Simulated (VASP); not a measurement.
## BN (F-43m): a series in biaxial strain in the (110) plane

Strain engineering needs slopes: what does biaxial strain in the (110) plane do to the lattice and the band edges of BN?

Program: VASP 6.6.1. Level of theory: LDA; plane waves and PAW (B, N), in the first sound run; inputs show where later runs differ. Results are calculated unless marked as measured.

### Step 1. The starting structure

Symmetry: F-43m, No. 216, cubic system. Conventional cell: a = 3.616 Å, b = 3.616 Å, c = 3.616 Å, α = 90.00°, β = 90.00°, γ = 90.00°. Nearest to B lie 4 N at 1.57 Å. Nearest to N lie 4 B at 1.57 Å. Farther neighbours and most contacts between anions are not listed.

### Step 2. Relax the crystal, LDA

The series starts from the cell that this level prefers, so that zero strain is near zero stress.

This step took 2 runs in a row; the last is shown.

Level: LDA; plane waves and PAW (B, N).

File INCAR:

```
SYSTEM = BN
PREC = Accurate
ENCUT = 600
EDIFF = 1E-07
NELM = 120
ISMEAR = 0
SIGMA = 0.02
LREAL = .FALSE.
ALGO = Normal
GGA = CA
NBANDS = 10
LASPH = .TRUE.
LORBIT = 11
LWAVE = .FALSE.
LCHARG = .FALSE.
KPAR = 16
IBRION = 2
NSW = 40
ISIF = 3
EDIFFG = -0.005
POTIM = 0.4
```

File POSCAR:

```
BN
1.0
    0.0000000000      1.7913124887      1.7913124887
    1.7913124887      0.0000000000      1.7913124887
    1.7913124887      1.7913124887      0.0000000000
B N
1 1
Direct
    0.0000000000      0.0000000000      0.0000000000
    0.2500000000      0.2500000000      0.2500000000
```

File KPOINTS:

```
Automatic mesh
0
Gamma
14 14 14
0 0 0
```

The projector-augmented-wave data sets are B and N (LDA family, release 64).

Started as:

```
$ mpirun -np 16 vasp_std
```

The program printed:

```text
[banner, memory and clock lines left out]
running   16 mpi-ranks, on    1 nodes
[...]
|                                                                             |
|           W    W    AA    RRRRR   N    N  II  N    N   GGGG   !!!           |
|           W    W   A  A   R    R  NN   N  II  NN   N  G    G  !!!           |
|           W    W  A    A  R    R  N N  N  II  N N  N  G       !!!           |
|           W WW W  AAAAAA  RRRRR   N  N N  II  N  N N  G  GGG   !            |
|           WW  WW  A    A  R   R   N   NN  II  N   NN  G    G                |
|           W    W  A    A  R    R  N    N  II  N    N   GGGG   !!!           |
|                                                                             |
|     For optimal performance we recommend to set                             |
|       NCORE = 2 up to number-of-cores-per-socket                            |
|     NCORE specifies how many cores store one orbital (NPAR=cpu/NCORE).      |
|     This setting can greatly improve the performance of VASP for DFT.       |
[...]
|     Unfortunately you need to use the default for GW and RPA                |
|     calculations (for HF NCORE is supported but not extensively tested      |
|     yet).                                                                   |
|                                                                             |

 LDA part: xc-table for (Slater(with rela. corr.)+CA(PZ))
 , standard interpolation
 POSCAR, INCAR and KPOINTS ok, starting setup
[...]
entering main loop
       N       E                     dE             d eps       ncg     rms          rms(c)
DAV:   1     0.109638735759E+02    0.10964E+02   -0.55379E+03  2114   0.887E+02
DAV:   2    -0.201365324260E+02   -0.31100E+02   -0.30342E+02  2490   0.172E+02
DAV:   3    -0.205964892823E+02   -0.45996E+00   -0.45904E+00  2446   0.185E+01
DAV:   4    -0.205971144818E+02   -0.62520E-03   -0.62518E-03  2254   0.767E-01
[...]
DAV:  10    -0.194164105011E+02    0.15730E-04   -0.44267E-05  2334   0.673E-02    0.138E-02
DAV:  11    -0.194164109778E+02   -0.47675E-06   -0.17733E-06  2318   0.968E-03    0.613E-03
DAV:  12    -0.194164109081E+02    0.69727E-07   -0.50014E-07  2238   0.445E-03
   1 F= -.19416411E+02 E0= -.19416411E+02  d E =-.194164E+02
[...]
reached required accuracy - stopping structural energy minimisation
```

Run time: 2 s. Hardware: 16 MPI ranks of Intel Xeon Platinum 8488C (Sapphire Rapids), shared host; peak memory 1.9 GiB.

The logs omit lines about the potential files and the build; timing stands in the text.

Parts of OUTCAR (step 2):

```text
  Total        0.0020121      0.0020121      0.0020121     -0.0000000      0.0000000     -0.0000000
  in kB        0.2804309      0.2804309      0.2804309     -0.0000000      0.0000000     -0.0000000
  external PRESSURE =       0.2804309 kB  Pullay stress =       0.0000000 kB

 POSITION                                       TOTAL-FORCE (eV/Angst)
 -----------------------------------------------------------------------------------
      0.00000      0.00000      0.00000         0.000000      0.000000      0.000000
      0.89566      0.89566      0.89566        -0.000000     -0.000000     -0.000000
 -----------------------------------------------------------------------------------
    total drift:                               -0.000000     -0.000000     -0.000000

  FREE ENERGIE OF THE ION-ELECTRON SYSTEM (eV)
  ---------------------------------------------------
  free  energy   TOTEN  =       -19.4164109081 eV

  energy  without entropy=      -19.4164109081  energy(sigma->0) =      -19.41641091

 reached required accuracy - stopping structural energy minimisation

[... 3 further parts left out ...]
[key lines of the parts left out:]
E-fermi :   7.8891
```

Read from the output:

```
energy(sigma→0) of the program : -19.4164 eV
stress, compression positive   : 0.03 along [110], 0.03 across it (mean), GPa
volume                         : 11.496 Å³
ionic steps                    : 1
```

### Step 3. Strain along the normal, LDA

One member in full: the plane is strained by -0.5 %, and the strain along the normal is moved by secant steps until the normal stress is under 0.012 GPa or five steps are spent; the atoms relax at each step.

This step took 3 runs, each at a new trial strain with the atoms of the one before; the last is shown.

Level: LDA; plane waves and PAW (B, N).

INCAR, as its differences from that of step 2:

```diff
@@ -15,7 +15,7 @@
 LCHARG = .FALSE.
-KPAR = 16
-IBRION = 2
-NSW = 40
-ISIF = 3
-EDIFFG = -0.005
-POTIM = 0.4
+KPAR = 4
+IBRION = 1
+NSW = 25
+ISIF = 2
+EDIFFG = -0.004
+POTIM = 0.3
```

File POSCAR:

```
BN
1.0
    0.0055532800      1.7879092060      1.7823559260
    1.7879092060      0.0055532800      1.7823559260
    1.7934624860      1.7934624860      0.0000000000
B N
1 1
Direct
    0.0000858310      0.0000858310      0.9999141690
    0.2499141690      0.2499141690      0.2500858310
```

KPOINTS is that of step 2.

Started as:

```
$ mpirun -np 4 vasp_std
```

The program printed:

```text
[banner, memory and clock lines left out]
running    4 mpi-ranks, on    1 nodes
[...]
LDA part: xc-table for (Slater(with rela. corr.)+CA(PZ))
 , standard interpolation
 POSCAR, INCAR and KPOINTS ok, starting setup
[...]
entering main loop
       N       E                     dE             d eps       ncg     rms          rms(c)
DAV:   1     0.105611833924E+02    0.10561E+02   -0.55855E+03  8776   0.889E+02
DAV:   2    -0.201258509252E+02   -0.30687E+02   -0.29745E+02 10258   0.168E+02
DAV:   3    -0.206115456239E+02   -0.48569E+00   -0.48465E+00 10040   0.185E+01
DAV:   4    -0.206121687384E+02   -0.62311E-03   -0.62310E-03  9324   0.775E-01
[...]
DAV:  10    -0.194141608965E+02    0.15624E-04   -0.43503E-05  9712   0.669E-02    0.138E-02
DAV:  11    -0.194141613620E+02   -0.46547E-06   -0.17362E-06  9494   0.962E-03    0.611E-03
DAV:  12    -0.194141612938E+02    0.68139E-07   -0.48381E-07  9140   0.440E-03
   1 F= -.19414161E+02 E0= -.19414161E+02  d E =-.194142E+02
 BRION: g(F)=  0.128E-05 g(S)=  0.000E+00
[...]
N       E                     dE             d eps       ncg     rms          rms(c)
DAV:   1    -0.194141616573E+02   -0.29536E-06   -0.99127E-05  8870   0.794E-02    0.222E-03
DAV:   2    -0.194141616294E+02    0.27952E-07   -0.59029E-07  9884   0.831E-03
   2 F= -.19414162E+02 E0= -.19414162E+02  d E =-.335548E-06
 BRION: g(F)=  0.260E-06 g(S)=  0.000E+00 retain N=  1 mean eig= 0.69
 eig:   0.689
 reached required accuracy - stopping structural energy minimisation
```

Run time: 13 s. Hardware: 4 MPI ranks; peak memory 0.63 GiB; 34 s of CPU time.

OUTCAR, selected parts (step 3):

```text
  Total        0.2135488      0.2135488      0.3522853     -0.2142122      0.0000000      0.0000000
  in kB       30.0259419     30.0259419     49.5329268    -30.1192151      0.0000000      0.0000000
  external PRESSURE =      36.5282702 kB  Pullay stress =       0.0000000 kB

 POSITION                                       TOTAL-FORCE (eV/Angst)
 -----------------------------------------------------------------------------------
      1.79346      1.79346      0.00044         0.000000      0.000000     -0.002118
      0.89673      0.89673      0.89074        -0.000000     -0.000000      0.002118
 -----------------------------------------------------------------------------------
    total drift:                               -0.000000     -0.000000     -0.000205

  FREE ENERGIE OF THE ION-ELECTRON SYSTEM (eV)
  ---------------------------------------------------
  free  energy   TOTEN  =       -19.4141616294 eV

  energy  without entropy=      -19.4141616294  energy(sigma->0) =      -19.41416163

[... 1 part as in an earlier step ...]

[... 3 further parts left out ...]
[key lines of the parts left out:]
E-fermi :   7.9559
```

This run gave:

* energy(sigma→0) of the program: -19.4142 eV
* stress, compression positive: -0.01 along [110], 5.48 across it (mean), GPa
* ionic steps: 2

### Step 4. Band edges, HSE06

Short lines in KPOINTS_OPT sample the zone centre along and across the normal of the plane, for masses, and the other valleys.

Level: HSE06; plane waves and PAW (B, N).

File INCAR:

```
SYSTEM = BN
PREC = Accurate
ENCUT = 600
EDIFF = 1E-06
NELM = 100
ISMEAR = 0
SIGMA = 0.02
LREAL = .FALSE.
ALGO = Normal
LHFCALC = .TRUE.
AEXX = 0.25
GGA = PE
HFSCREEN = 0.2
LASPH = .TRUE.
NBANDS = 9
PRECFOCK = Fast
LWAVE = .FALSE.
LCHARG = .FALSE.
KPAR = 4
```

File POSCAR:

```
BN
1.0
    0.0055532800      1.7879092060      1.7823559260
    1.7879092060      0.0055532800      1.7823559260
    1.7934624860      1.7934624860      0.0000000000
B N
1 1
Direct
    0.0001240205      0.0001240205      0.9998759795
    0.2498759795      0.2498759795      0.2501240205
```

File KPOINTS:

```
Automatic mesh
0
Gamma
7 7 7
0 0 0
```

File KPOINTS_OPT:

```
Line mode
6
Line-mode
Reciprocal
  0.00000000   0.00000000   0.00000000
  0.01009177   0.01009177   0.02018354

  0.00000000   0.00000000   0.00000000
 -0.01002928   0.01002928   0.00000000

  0.31000000   0.31000000   0.00000000
  0.50000000   0.50000000   0.00000000

  0.00000000   0.31000000   0.31000000
  0.00000000   0.50000000   0.50000000

  0.45000000   0.45000000   0.45000000
  0.50000000   0.50000000   0.50000000

  0.45000000   0.00000000   0.00000000
  0.50000000   0.00000000   0.00000000

  0.42500000   0.42500000   0.00000000
  0.42504419   0.43922773   0.01427192

  0.50000000   0.50000000   0.50000000
  0.48997072   0.51002928   0.50000000
```

Started as:

```
$ mpirun -np 4 vasp_std
```

The program printed:

```text
[banner, memory and clock lines left out]
running    4 mpi-ranks, on    1 nodes
[...]
|                                                                             |
|               ----> ADVICE to this user running VASP <----                  |
|                                                                             |
|     You enforced a specific xc type in the INCAR file but a different       |
|     [... a line on the potential file left out ...]
|     I HOPE YOU KNOW WHAT YOU ARE DOING!                                     |
|                                                                             |

 LDA part: xc-table for (Slater+PW92), standard interpolation
 found WAVECAR, reading the header
 POSCAR, INCAR and KPOINTS ok, starting setup
[...]
reading WAVECAR
 the WAVECAR file was read successfully
 initial charge from wavefunction
 entering main loop
       N       E                     dE             d eps       ncg     rms          rms(c)
DAV:   1    -0.204489294563E+02   -0.20449E+02   -0.62402E-01  1179   0.850E+00    0.599E-01
DAV:   2    -0.204496685686E+02   -0.73911E-03   -0.79110E-03  1253   0.944E-01    0.401E-01
DAV:   3    -0.204486942466E+02    0.97432E-03   -0.26878E-03  1221   0.346E-01    0.235E-01
DAV:   4    -0.204485497928E+02    0.14445E-03   -0.29258E-04  1218   0.122E-01    0.140E-01
DAV:   5    -0.204484764869E+02    0.73306E-04   -0.25283E-05  1183   0.570E-02    0.791E-02
DAV:   6    -0.204484543202E+02    0.22167E-04   -0.13360E-05  1194   0.399E-02    0.434E-02
DAV:   7    -0.204484480279E+02    0.62924E-05   -0.25370E-06  1173   0.198E-02    0.244E-02
DAV:   8    -0.204484461794E+02    0.18485E-05   -0.75624E-07   604   0.105E-02    0.140E-02
DAV:   9    -0.204484457659E+02    0.41355E-06   -0.31088E-07   600   0.652E-03
   1 F= -.20448446E+02 E0= -.20448446E+02  d E =-.778377E-14
 Start KPOINTS_OPT (optional k-point list driver)
k-point batch [1-48\48]
       N       E                     dE             ncg
DAV:   1     0.158307201562E+04   -0.14650E+05      872
DAV:   2    -0.232847646849E+03   -0.18159E+04     1114
DAV:   3    -0.296215930884E+03   -0.63368E+02     1013
DAV:   4    -0.296459031277E+03   -0.24310E+00      966
DAV:   5    -0.296460189206E+03   -0.11579E-02      982
DAV:   6    -0.296460190997E+03   -0.17913E-05      876
DAV:   7    -0.296460190999E+03   -0.13285E-08      771
```

Wall time 2.3 min (4 MPI ranks); peak memory 0.95 GiB; 6.2 min of CPU time.

OUTCAR, selected parts (step 4):

```text
  LATTYP: Found a body centered orthorhombic cell.
 ALAT       =     2.5206319235
 B/A-ratio  =     1.0062313929
 C/A-ratio  =     1.4142135624

 Subroutine GETGRP returns: Found  4 space group operations
 (whereof  4 operations were pure point group operations)

The static configuration has the point symmetry C_2v.

 Found     64 irreducible k-points:

   k-points           NKPTS =     64   k-points in BZ     NKDIM =    343   number of bands    NBANDS=      9

   dimension x,y,z NGX =    20 NGY =   20 NGZ =   20
   dimension x,y,z NGXF=    40 NGYF=   40 NGZF=   40

   ENCUT  =  600.0 eV  44.10 Ry    6.64 a.u.   5.04  5.04  5.07*2*pi/ulx,y,z

   NELECT =       8.0000    total number of electrons

  exchange ACFDT corr.  =         0.00000000  see jH, gK, PRB 81, 115126

 E-fermi :   7.3188

 k-point     1 :       0.0000    0.0000    0.0000
  band No.  band energies     occupation
      1     -15.3372      2.00000
      2       7.1742      2.00000
      3       7.2126      2.00000
      4       7.2246      2.00000
      5      17.8780      0.00000
      6      17.9310      0.00000
      7      18.0464      0.00000
      8      19.9781      0.00000
      9      34.6484      0.00000

 k-point     2 :       0.1429    0.0000    0.0000
  band No.  band energies     occupation
      1     -14.7874      2.00000
      2       4.6302      2.00000
      3       6.6351      2.00000
      4       6.6836      2.00000
      5      18.4413      0.00000
      6      18.6833      0.00000
      7      18.7944      0.00000
      8      21.5892      0.00000
      9      33.7762      0.00000

 POSITION                                       TOTAL-FORCE (eV/Angst)
 -----------------------------------------------------------------------------------
      1.79346      1.79346      0.00044         0.000000      0.000000     -0.004148
      0.89673      0.89673      0.89074         0.000000      0.000000      0.004148
 -----------------------------------------------------------------------------------
    total drift:                               -0.000000     -0.000000      0.000003

  FREE ENERGIE OF THE ION-ELECTRON SYSTEM (eV)
  ---------------------------------------------------
  free  energy   TOTEN  =       -20.4484457659 eV

  energy  without entropy=      -20.4484457659  energy(sigma->0) =      -20.44844577

[... 1 part as in an earlier step ...]

[... 7 further parts left out ...]
```

Numbers from this step:

```
energy(sigma→0) of the program : -20.4484 eV
```

### Step 5. All members

Hybrid runs start from orbitals of a short LDA run, not shown.

Runs beyond LDA use the data sets made with LDA; this shifts their levels slightly, and their total energies have another zero.

The other members went through these steps as far as the tables show, with the same cutoff and, step by step, the same mesh; 49 runs are not shown. The session took 1.9 core hours (wall time by ranks) on a shared machine.

```tsv
in-plane strain (%)	strain along the normal (%)	mean of the two in-plane stresses, tension positive (GPa)	energy above the unstrained row (meV/atom)	gap on the mesh, LDA (eV)
-2.000	0.508	-23.090	16.614	4.137
-1.500	0.372	-17.013	9.376	4.206
-1.000	0.243	-11.149	4.227	4.268
-0.500	0.120	-5.484	1.125	4.324
0	0.004	-0.024	0.000	4.375
0.500	-0.109	5.227	0.808	4.320
1.000	-0.216	10.272	3.471	4.265
1.500	-0.318	15.117	7.936	4.214
2.000	-0.415	19.760	14.161	4.165
```

Slopes at zero strain, from cubics through all rows: strain ratio -0.229, stress over strain 1071 GPa.

Band edges at HSE06, counted from the valence-band top at Γ, with one row partly withheld:

```tsv
in-plane strain (%)	gap (eV)	conduction band at Γ (eV)	Δ or X valley along z (eV)	Δ or X valley along x (eV)	lowest conduction level at L, [111] (eV)	lowest conduction level at L, [-111] (eV)	second valence level below the top (eV)	third valence level below the top (eV)
-2.000	5.590	10.504	5.590	5.875	12.834	12.130	0.032	0.204
-1.500	5.659	10.553	5.659	5.861	12.717	12.179	0.029	0.152
-1.000	5.721	10.601	5.721	5.848	12.550	12.218	0.024	0.099
-0.500	5.777	10.653	5.777	5.837	12.384	12.237	0.012	0.050
0	5.827	10.704	5.827	5.827	12.220	12.220	0.000	0.000
0.500	5.773	10.542	5.825	5.773	12.014	12.103	0.029	0.046
1.000	5.718	?	5.817	5.718	11.809	11.942	0.059	0.094
1.500	5.667	10.224	5.806	5.667	11.609	11.758	0.083	0.139
2.000	5.619	10.070	5.791	5.619	11.414	11.565	0.103	0.183
```

### Step 6. A fit to the known rows

The quantity to fit is the conduction level at Γ above the mean of the three top valence levels at HSE06: 10.583, 10.613, 10.642, 10.674, 10.704, 10.567, 10.298, 10.165 eV in the rows shown.

Fitting a parabola to the 8 known rows (e: strain in %) gives E = − 0.07249 e² − 0.1023 e + 10.64 in eV; the residuals are 0.029 eV r.m.s.

For the withheld row, e = 1, the fit gives 10.4701 eV.

### Step 7. The withheld row

The calculation gives 10.4322 eV, so the prediction is 0.0379 eV too high, within twice the residual of the fit.

The rows do not lie on one parabola (a picked bound of 1 % of their span for the r.m.s. residual). Levels that cross, a degenerate level that splits or an edge that moves to another point can do that; which it is was not traced. So the linear term is no slope at zero strain, and none is listed.

### Step 8. Outcome

```yaml
ratio_of_normal_to_in_plane_strain: -0.229
biaxial_modulus: 1071 GPa
gap_of_the_unstrained_cell_hse06: 5.83 eV
error_of_the_predicted_row: 37.9 meV
```

**Reading.** As a check, the curvature of the energy gives 1072 GPa for the same modulus (energy per volume = M × strain²), 0 % from the slope of the stress. The energy also has a linear term worth 0.42 GPa that the stress column lacks, a mark of the finite basis. At HSE06 the lowest conduction valley is Δ or X throughout, and the gap runs between 5.59 and 5.83 eV. Hole masses are left out throughout, since the top bands are degenerate or cross in many series; of conduction masses, those of the Γ, L and (for Si and Ge under (001) strain) Δ valleys are kept where they change by under an eighth between rows. HSE06 ran on a coarser mesh than the semilocal levels. Spin-orbit coupling is left out at HSE06, so the valence splittings there lack it. Δ or X levels are the lowest on their line, refined by a parabola unless they lie at X; the gap is read from all points sampled and can differ from the lowest valley by some meV, or by tens of meV where strain moves the valence top off Γ. Temperature, zero-point motion and excitons are left out.

[Lines on the potential files, build, host, timing and source positions are cut from VASP's logs without a mark.]

[Logs are printed without paths, hosts, clocks, repeated set-up lines and the standing remarks that a program may print on its own settings, such as how far it seeks lower states.]

[Hosts, paths, dates, database ids (printed as entryN), source tags and the programs' standing remarks are cut or masked in the printed files.]

[In band tables of VASP the shares of atoms and orbitals are scaled to a sum of 1 inside the atoms' spheres.]
